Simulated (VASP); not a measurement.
# BaTe (Fm-3m) in VASP: settings compared, part 2 of 2

VASP 6.6.1. The steps go on from the part before.

## 3. G0W0 quasiparticle levels, PBE

Input file POSCAR:

```
BaTe
1.0
    0.0000000000      3.4100000000      3.4100000000
    3.4100000000      0.0000000000      3.4100000000
    3.4100000000      3.4100000000      0.0000000000
Ba Te
1 1
Direct
    0.0000000000      0.0000000000      0.0000000000
    0.5000000000      0.5000000000      0.5000000000
```

Input file INCAR.step1:

```
SYSTEM = BaTe
  PREC = Accurate
  ENCUT = 450
  EDIFF = 1E-8
  ISMEAR = 0
  SIGMA = 0.01
  LREAL = .False.
  LASPH = .True.
  NELM = 80
  ALGO = Normal
  LWAVE = .True.
  LCHARG = .False.
  GGA = PE
```

Input file INCAR.step2:

```
SYSTEM = BaTe
  PREC = Accurate
  ENCUT = 450
  EDIFF = 1E-8
  ISMEAR = 0
  SIGMA = 0.01
  LREAL = .False.
  LASPH = .True.
  NELM = 1
  ALGO = Exact
  LWAVE = .True.
  LCHARG = .False.
  GGA = PE
  NBANDS = 498
  LOPTICS = .True.
  ISTART = 1
```

Input file INCAR.step3:

```
SYSTEM = BaTe
  PREC = Accurate
  ENCUT = 450
  EDIFF = 1E-8
  ISMEAR = 0
  SIGMA = 0.01
  LREAL = .False.
  LASPH = .True.
  ALGO = EVGW0
  LWAVE = .True.
  LCHARG = .False.
  GGA = PE
  NELMGW = 1
  NBANDS = 498
  ENCUTGW = 150
  NOMEGA = 64
  PRECFOCK = Fast
  ISTART = 1
  NBANDSGW = 16
```

Input file INCAR.step4:

```
SYSTEM = BaTe
  PREC = Accurate
  ENCUT = 450
  EDIFF = 1E-8
  ISMEAR = 0
  SIGMA = 0.01
  LREAL = .False.
  LASPH = .True.
  ALGO = BSE
  LWAVE = .False.
  LCHARG = .False.
  GGA = PE
  NBANDS = 498
  ENCUTGW = 150
  NBANDSO = 4
  NBANDSV = 4
  ANTIRES = 0
  OMEGAMAX = 20
  PRECFOCK = Fast
  ISTART = 1
  NBSEEIG = 10
```

Input file KPOINTS:

```
Automatic mesh
0
Gamma
  3 3 3
  0 0 0
```

Potentials or basis: VASP PAW PBE potentials, release 64 (Ba_sv_GW, Te_GW).

Started as:

```sh
> cat potpaw_PBE.64/Ba_sv_GW/POTCAR potpaw_PBE.64/Te_GW/POTCAR > POTCAR
> cp INCAR.step1 INCAR
> mpirun -np 1 vasp_std > vasp.out
> cp INCAR.step2 INCAR
> mpirun -np 1 vasp_std > vasp.out
> cp INCAR.step3 INCAR
> mpirun -np 1 vasp_std > vasp.out
> cp INCAR.step4 INCAR
> mpirun -np 1 vasp_std > vasp.out
```

OUTCAR:

```text
SYSTEM = BaTe
   PREC = Accurate
   ENCUT = 450
   EDIFF = 1E-8
   ISMEAR = 0
   LREAL = .False.
   LASPH = .True.
   GGA = PE
   ENCUTGW = 150
   PRECFOCK = Fast
   ISTART = 1

 ion  position               nearest neighbor table
   1  0.000  0.000  0.000-
   2  0.500  0.500  0.500-

  LATTYP: Found a face centered cubic cell.
 ALAT       =     6.8200000000

  Lattice vectors:

 A1 = (   0.0000000000,   3.4100000000,   3.4100000000)
 A2 = (   3.4100000000,   0.0000000000,   3.4100000000)
 A3 = (   3.4100000000,   3.4100000000,   0.0000000000)

Analysis of symmetry for initial positions (statically):
=====================================================================
 Subroutine PRICEL returns:
 Original cell was already a primitive cell.

 Routine SETGRP: Setting up the symmetry group for a
 face centered cubic supercell.

 Subroutine GETGRP returns: Found 48 space group operations
 (whereof 48 operations were pure point group operations)
 out of a pool of 48 trial point group operations.

The static configuration has the point symmetry O_h .

Analysis of symmetry for dynamics (positions and initial velocities):
=====================================================================
 Subroutine PRICEL returns:
 Original cell was already a primitive cell.

 Routine SETGRP: Setting up the symmetry group for a
 face centered cubic supercell.

 Subroutine GETGRP returns: Found 48 space group operations
 (whereof 48 operations were pure point group operations)
 out of a pool of 48 trial point group operations.

The dynamic configuration has the point symmetry O_h .

 Subroutine INISYM returns: Found 48 space group operations
 (whereof 48 operations are pure point group operations),
 and found     1 'primitive' translations

----------------------------------------------------------------------------------------

                                     Primitive cell

  volume of cell :      79.3036

[... 34 lines left out ...]

  Shift w.r.t. Gamma in fractional coordinates (k-lattice)
     0.000000000  0.000000000  0.000000000

 Subroutine IBZKPT returns following result:
 ===========================================

 Found      4 irreducible k-points:

 Following reciprocal coordinates:
            Coordinates               Weight
  0.000000  0.000000  0.000000      1.000000
  0.333333  0.000000  0.000000      8.000000
  0.333333  0.333333  0.000000      6.000000
 -0.333333  0.333333  0.000000     12.000000
   k-points           NKPTS =      4   k-points in BZ     NKDIM =     27   number of bands    NBANDS=    498
   number of dos      NEDOS =    301   number of ions     NIONS =      2
   total plane-waves  NPLWV =  46656
   dimension x,y,z NGX =    36 NGY =   36 NGZ =   36
   dimension x,y,z NGXF=    72 NGYF=   72 NGZF=   72
   ions per type =               1   1
   NGX,Y,Z   is equivalent  to a cutoff of  12.41, 12.41, 12.41 a.u.
   NGXF,Y,Z  is equivalent  to a cutoff of  24.82, 24.82, 24.82 a.u.
 SYSTEM =  BaTe
   PREC   = accura    normal or accurate (medium, high low for compatibility)
   ISTART =      1    job   : 0-new  1-cont  2-samecut
   ICHARG =      0    charge: 1-file 2-atom 10-const
   ISPIN  =      1    spin polarized calculation?
   LNONCOLLINEAR =      F non collinear calculations
   LSORBIT =      F    spin-orbit coupling
   LASPH  =      T    aspherical Exc in radial PAW
   ENCUT  =  450.0 eV  33.07 Ry    5.75 a.u.   8.34  8.34  8.34*2*pi/ulx,y,z
   NELM   =     60;   NELMIN=  2; NELMDL=  0     # of ELM steps
   EDIFF  = 0.1E-07   stopping-criterion for ELM
   LREAL  =      F    real-space projection
   EDIFFG = 0.1E-06   stopping-criterion for IOM
   NSW    =      0    number of steps for IOM
   IBRION =     -1    ionic relax: 0-MD 1-quasi-New 2-CG
   NFREE  =      0    steps in history (QN), initial steepest desc. (CG)
   ISIF   =      0    stress and relaxation
   ISYM   =      3    0-nonsym 1-usesym 2-fastsym
   POTIM  = 0.5000    time-step for ionic-motion
   TEBEG  =    0.0;   TEEND  =   0.0 temperature during run
   PSTRESS=    0.0 pullay stress
   NELECT =      16.0000    total number of electrons
   NUPDOWN=      -1.0000    fix difference up-down
   EMIN   =  10.00;   EMAX   =-10.00  energy-range for DOS
   EFERMI =   0.00;   METHOD = LEGACY
   ISMEAR =     0;   SIGMA  =   0.01  broadening in eV -4-tet -1-fermi 0-gaus
   EFERMI_NEDOS =   21; number of points for ismear=-14 and -15
   IALGO  =     38    algorithm
   IMIX   =      4    mixing-type and parameters
     AMIX     =   0.40;   BMIX     =  1.00
     AMIX_MAG =   1.60;   BMIX_MAG =  1.00
  volume/ion in A,a.u.               =      39.65       267.58
  Fermi-wavevector in a.u.,A,eV,Ry     =   0.960175  1.814468 12.543704  0.921936
  Thomas-Fermi vector in A             =   2.089436
   LORBIT       =      0    0 simple, 1 ext, 2 COOP (PROOUT), +10 PAW based schemes
   GGA     = PE    functional components
   LHFCALC =     T    Hartree Fock is set to
   PRECFOCK=fast      Normal, Fast or Accurate (Low or Medium for compatibility)
   ENCUT4O =  -1.0   cutoff for four orbital integrals eV
   NKREDX  =     1    reduce k-point grid by
   NKREDY  =     1    reduce k-point grid by
   NKREDZ  =     1    reduce k-point grid by
   AEXX    =    1.0000 exact exchange contribution
   HFSCREEN=    0.0000 screening length (either q_TF or 0.3 A-1)
   HFSCREENC=   0.0000 screening length for correlation (either q_TF or 0.3 A-1)
   ENCUTFOCK=  -1.0 apply spherical cutoff to Coloumb kernel
   IVDW    =     0    specifies the selected vdW correction
   LEPSILON=     F    determine dielectric tensor
   LRPA    =     F    only Hartree local field effects (RPA)
   LRPAFORCE           =     F    calculate RPA forces
   ENCUTGW             = 150.0    cutoff for response function in eV
   ENCUTGWSOFT         = 120.0    soft cutoff for Coulomb kernel in GW response function in eV
   ENCUTLF             =  -1.0    cutoff for local field effects
   NELMGW              =     1    number of iterations in solving QP/BSE equation
   NELMHF              =     1    number of iterations in the inner HF iteration
   NKREDLFX            =     1    NKREDLFY  =   1   NKREDLFZ  =   1
 non-spin polarized calculation
 Gauss-broadening in eV      SIGMA  =   0.01
  energy-cutoff  :      450.00
  volume of cell :       79.30
 maximum number of plane-waves:      1759
 NGX is ok and might be reduce to    36
  NGX = 18; NGY = 18; NGZ = 18
   NGX = 17   NGY = 17   NGZ = 17
 maximum number of plane-waves:       332

 BSE (scaLAPACK) attempting allocation of   0.003 Gbyte  rank=    432

=======================================================================
```

Run time: 4.1 min. Hardware: 1 thread of Intel Xeon Platinum 8375C at 2.90GHz (Ice Lake), shared host; peak memory 0.77 GiB.

What came out:

```
Band gap on the k mesh, mean-field level : 1.66 eV, indirect (least direct gap 2.01 eV)
Quasiparticle gap                        : 2.59 eV
Least direct quasiparticle gap           : 2.96 eV
```

Dielectric function (mean over the directions given):
```tsv
energy (eV)	real part	imaginary part
0.32	6.95	0.03
1.28	7.98	0.22
2.32	18.09	5.76
3.36	6.03	1.73
4.40	5.67	1.64
5.45	4.97	24.21
6.49	-0.32	2.12
7.53	-5.79	1.43
8.57	-2.10	0.22
9.61	-0.90	0.07
10.57	-0.36	0.04
11.61	0.04	0.04
12.65	0.66	0.21
13.69	0.30	0.09
14.73	0.11	0.11
15.78	0.29	0.13
16.82	0.45	0.01
17.86	0.54	0.01
18.90	0.60	0.01
19.94	0.65	0.00
```

Lowest excitation energies (eV) and strengths:
```csv
energy,strength
2.488,0
2.488,0
2.488,0
2.534,18.3
2.534,18.3
2.534,18.3
2.619,0
2.619,0
2.619,0
2.631,0
```

Caveat: the k mesh is coarse (spacing up to 0.53 Å⁻¹), so the values aren't converged; bands, screening cutoff and mesh are small and nothing is extrapolated, so the quasiparticle values aren't converged; spectra need much finer meshes, so this one isn't converged; spin-orbit coupling is left out, which moves the levels of the heavy elements; an odd mesh through Γ misses points on the zone boundary, where band edges often lie.

## 4. Band structure, PBE, spin-orbit coupling, no magnetisation

Input file INCAR:

```
PREC = Accurate
ENCUT = 520
EDIFF = 1E-7
ISMEAR = 0
SIGMA = 0.02
LREAL = False
LASPH = True
NELM = 60
ALGO = Normal
ISIF = 2
LWAVE = False
LCHARG = False
MAGMOM = 0 0 0 0 0 0
LORBIT = 11
LSORBIT = True
GGA_COMPAT = False
GGA = PE
KPAR = 2
```

Input file KPOINTS:

```
regular mesh
0
Gamma
  6 6 6
```

POSCAR is that of step 3.

Input file KPOINTS_OPT:

```
path GXWKGLUWLK,UX
15
line-mode
reciprocal
 0.0000000000  0.0000000000  0.0000000000  G
 0.5000000000  0.0000000000  0.5000000000  X

 0.5000000000  0.0000000000  0.5000000000  X
 0.5000000000  0.2500000000  0.7500000000  W

 0.5000000000  0.2500000000  0.7500000000  W
 0.3750000000  0.3750000000  0.7500000000  K

 0.3750000000  0.3750000000  0.7500000000  K
 0.0000000000  0.0000000000  0.0000000000  G

 0.0000000000  0.0000000000  0.0000000000  G
 0.5000000000  0.5000000000  0.5000000000  L

 0.5000000000  0.5000000000  0.5000000000  L
 0.6250000000  0.2500000000  0.6250000000  U

 0.6250000000  0.2500000000  0.6250000000  U
 0.5000000000  0.2500000000  0.7500000000  W

 0.5000000000  0.2500000000  0.7500000000  W
 0.5000000000  0.5000000000  0.5000000000  L

 0.5000000000  0.5000000000  0.5000000000  L
 0.3750000000  0.3750000000  0.7500000000  K

 0.6250000000  0.2500000000  0.6250000000  U
 0.5000000000  0.0000000000  0.5000000000  X
```

Potentials or basis: VASP PAW PBE potentials, release 64 (Ba_sv, Te).

Started as:

```sh
> cat potpaw_PBE.64/Ba_sv/POTCAR potpaw_PBE.64/Te/POTCAR > POTCAR
> mpirun -np 2 vasp_ncl > vasp.out
```

OUTCAR:

```text
PREC = Accurate
   ENCUT = 520
   EDIFF = 1E-7
   ISMEAR = 0
   LREAL = False
   LASPH = True
   NELM = 60
   ISIF = 2
   LORBIT = 11
   LSORBIT = True
   GGA = PE

 ion  position               nearest neighbor table
   1  0.000  0.000  0.000-   2 3.41   2 3.41   2 3.41   2 3.41   2 3.41   2 3.41
   2  0.500  0.500  0.500-   1 3.41   1 3.41   1 3.41   1 3.41   1 3.41   1 3.41

  LATTYP: Found a face centered cubic cell.
 ALAT       =     6.8200000000

  Lattice vectors:

 A1 = (   0.0000000000,   3.4100000000,   3.4100000000)
 A2 = (   3.4100000000,   0.0000000000,   3.4100000000)
 A3 = (   3.4100000000,   3.4100000000,   0.0000000000)

Analysis of symmetry for initial positions (statically):
=====================================================================
 Subroutine PRICEL returns:
 Original cell was already a primitive cell.

 Routine SETGRP: Setting up the symmetry group for a
 face centered cubic supercell.

 Subroutine GETGRP returns: Found 48 space group operations
 (whereof 48 operations were pure point group operations)
 out of a pool of 48 trial point group operations.

The static configuration has the point symmetry O_h .

[... 659 lines left out ...]
     0.0000000     0.0000000     0.0000000     0.0000000     0.0000000     0.0000000     0.0000000
     0.0000000     0.0000000     0.0000000     0.0000000     0.0000000     0.0000000     0.0000000
     0.0000000     0.0000000     0.0000000     0.0000000     0.0000000     0.0000000     0.0000000
     0.0000000     0.0000000     0.0000000     0.0000000     0.0000000     0.0000000     0.0000000

 Ion:    2  E_soc:     -0.1877014
 l=   1
     0.0000000    -0.0312812    -0.0312812
    -0.0312812     0.0000000    -0.0312812
    -0.0312812    -0.0312812     0.0000000
 l=   2
     0.0000000    -0.0000044     0.0000000    -0.0000044     0.0000021
    -0.0000044     0.0000000     0.0000016    -0.0000044     0.0000005
     0.0000000     0.0000016     0.0000000     0.0000016     0.0000000
    -0.0000044    -0.0000044     0.0000016     0.0000000     0.0000005
     0.0000021     0.0000005     0.0000000     0.0000005     0.0000000
 l=   3
     0.0000000     0.0000000     0.0000000     0.0000000     0.0000000     0.0000000     0.0000000
     0.0000000     0.0000000     0.0000000     0.0000000     0.0000000     0.0000000     0.0000000
     0.0000000     0.0000000     0.0000000     0.0000000     0.0000000     0.0000000     0.0000000
     0.0000000     0.0000000     0.0000000     0.0000000     0.0000000     0.0000000     0.0000000
     0.0000000     0.0000000     0.0000000     0.0000000     0.0000000     0.0000000     0.0000000
     0.0000000     0.0000000     0.0000000     0.0000000     0.0000000     0.0000000     0.0000000
     0.0000000     0.0000000     0.0000000     0.0000000     0.0000000     0.0000000     0.0000000

 total charge

# of ion       s       p       d       tot
------------------------------------------
    1        2.014   5.610   0.312   7.936
    2        1.343   2.157   0.005   3.506
--------------------------------------------------
tot          3.357   7.768   0.317  11.442

 magnetization (x)

# of ion       s       p       d       tot
------------------------------------------
    1        0.000   0.000  -0.000  -0.000
    2        0.000   0.000   0.000   0.000
--------------------------------------------------
tot          0.000   0.000  -0.000  -0.000

 magnetization (y)

# of ion       s       p       d       tot
------------------------------------------
    1        0.000   0.000  -0.000  -0.000
    2        0.000  -0.000   0.000  -0.000
--------------------------------------------------
tot          0.000  -0.000  -0.000  -0.000

 magnetization (z)

# of ion       s       p       d       tot
------------------------------------------
    1       -0.000   0.000  -0.000  -0.000
    2       -0.000   0.000   0.000  -0.000
--------------------------------------------------
tot         -0.000   0.000  -0.000  -0.000
```

OSZICAR:

```text
N       E                     dE             d eps       ncg     rms          rms(c)
DAV:   1     0.103695984699E+03    0.10370E+03   -0.64122E+03   768   0.112E+03
DAV:   2    -0.105910316533E+01   -0.10476E+03   -0.98835E+02  1088   0.199E+02
DAV:   3    -0.865707757762E+01   -0.75980E+01   -0.75557E+01  1040   0.595E+01
DAV:   4    -0.889240948972E+01   -0.23533E+00   -0.23516E+00  1232   0.969E+00
DAV:   5    -0.889441142099E+01   -0.20019E-02   -0.20017E-02   920   0.967E-01    0.491E+00
DAV:   6    -0.879691015489E+01    0.97501E-01   -0.16520E-01   984   0.219E+00    0.320E+00
DAV:   7    -0.879382779383E+01    0.30824E-02   -0.91391E-02   992   0.181E+00    0.191E+00
DAV:   8    -0.880042522619E+01   -0.65974E-02   -0.87066E-03  1048   0.741E-01    0.476E-01
DAV:   9    -0.880209982576E+01   -0.16746E-02   -0.37434E-03   888   0.451E-01    0.869E-02
DAV:  10    -0.880254061538E+01   -0.44079E-03   -0.50950E-04  1000   0.173E-01    0.611E-02
[... 82 further cycles ...]
DAV:   9    -0.171695486608E+04   -0.62312E-08      736
       N       E                     dE             ncg
DAV:   1     0.464104990909E+04   -0.27733E+04      288
DAV:   2     0.406514077141E+04   -0.57591E+03      416
DAV:   3     0.402748783622E+04   -0.37653E+02      360
DAV:   4     0.402654421432E+04   -0.94362E+00      440
DAV:   5     0.402651915315E+04   -0.25061E-01      336
DAV:   6     0.402651770427E+04   -0.14489E-02      472
DAV:   7     0.402651768072E+04   -0.23554E-04      320
DAV:   8     0.402651767931E+04   -0.14077E-05      336
DAV:   9     0.402651767921E+04   -0.95233E-07      248
```

Wall time 2.3 min (2 MPI ranks of AMD EPYC 9R45 (Zen 5), shared host); peak memory 0.38 GiB.

What came out:

```
Free energy                                           : -8.8027 eV
Pressure                                              : 4.2 GPa
Valence electrons inside the program's atomic spheres : Ba 7.94; Te 3.51
```

## 5. Band structure, LDA, spin-orbit coupling, no magnetisation

INCAR: that of step 4 with these lines changed.

```diff
@@ -16,3 +16,2 @@
 GGA_COMPAT = False
-GGA = PE
 KPAR = 2
```

KPOINTS is that of step 4.

POSCAR is that of step 4.

KPOINTS_OPT is that of step 4.

Potentials or basis: VASP PAW LDA potentials, release 64 (Ba_sv, Te).

Started as:

```sh
> cat potpaw_LDA.64/Ba_sv/POTCAR potpaw_LDA.64/Te/POTCAR > POTCAR
> mpirun -np 2 vasp_ncl > vasp.out
```

Wall time 2.1 min (2 MPI ranks of AMD EPYC 9R45 (Zen 5), shared host); peak memory 0.33 GiB.

It converged, with:

* Free energy: -9.9065 eV
* Pressure: 1.2 GPa
* Valence electrons inside the program's atomic spheres: Ba 7.93; Te 3.51

## 6. For comparison

An earlier run on the cell as given: functional PBE; potentials or basis VASP PAW PBE potentials, release 64 (Ba_sv, Te); cutoff 520 eV; k mesh 7 × 7 × 7; occupations fermi-dirac, width 0.05 eV; no spin polarisation.

* Pressure: 4.2 GPa
* Band gap on the k mesh: 1.38 eV, indirect (least direct gap 1.76 eV)

## 7. Overview

```tsv
task	level	potentials or basis	spin	cell	k mesh	cutoff (eV)	smearing	k mesh for the DOS	occupations for the DOS	cutoff of the response function	frequency points	empty bands	other keys	mesh quality	pressure (GPa)
density of states	PBEsol	VASP PAW PBE potentials, release 64 (Ba_sv_GW, Te_GW)	off	volume scaled by 0.8	7 × 7 × 7	600	tetrahedron 0.05 eV	11 × 11 × 11	tetrahedron	-	-	-	AMIX = 0.2; BMIX = 0.0001; AMIX_MAG = 0.8; BMIX_MAG = 0.0001	not flagged	-
G0W0 quasiparticle levels	PBE	VASP PAW PBE potentials, release 64 (Ba_sv_GW, Te_GW)	off	as given	3 × 3 × 3	450	gaussian 0.01 eV	-	-	150	64	490	-	coarse	-
band structure	PBE	VASP PAW PBE potentials, release 64 (Ba_sv, Te)	SOC, no magnetisation	as given	6 × 6 × 6	520	gaussian 0.02 eV	-	-	-	-	-	-	not flagged	4.2
band structure	LDA	VASP PAW LDA potentials, release 64 (Ba_sv, Te)	SOC, no magnetisation	as given	6 × 6 × 6	520	gaussian 0.02 eV	-	-	-	-	-	-	not flagged	1.2
single point	PBE	VASP PAW PBE potentials, release 64 (Ba_sv, Te)	off	as given	7 × 7 × 7	520	fermi-dirac 0.05 eV	-	-	-	-	-	-	not flagged	4.2
```

Caveats: some runs use coarse meshes; spin-orbit coupling is left out, which moves the levels of the heavy elements (some runs); an odd mesh through Γ misses points on the zone boundary, where band edges often lie (some runs); the PAW data sets were made with another functional, which shifts forces and pressure a little (some runs); bands, screening cutoff and mesh are small and nothing is extrapolated, so the quasiparticle values aren't converged (some runs); spectra need much finer meshes, so this one isn't converged (some runs).

Total energies depend on the potentials used, so only differences within one code and one set of settings carry meaning.
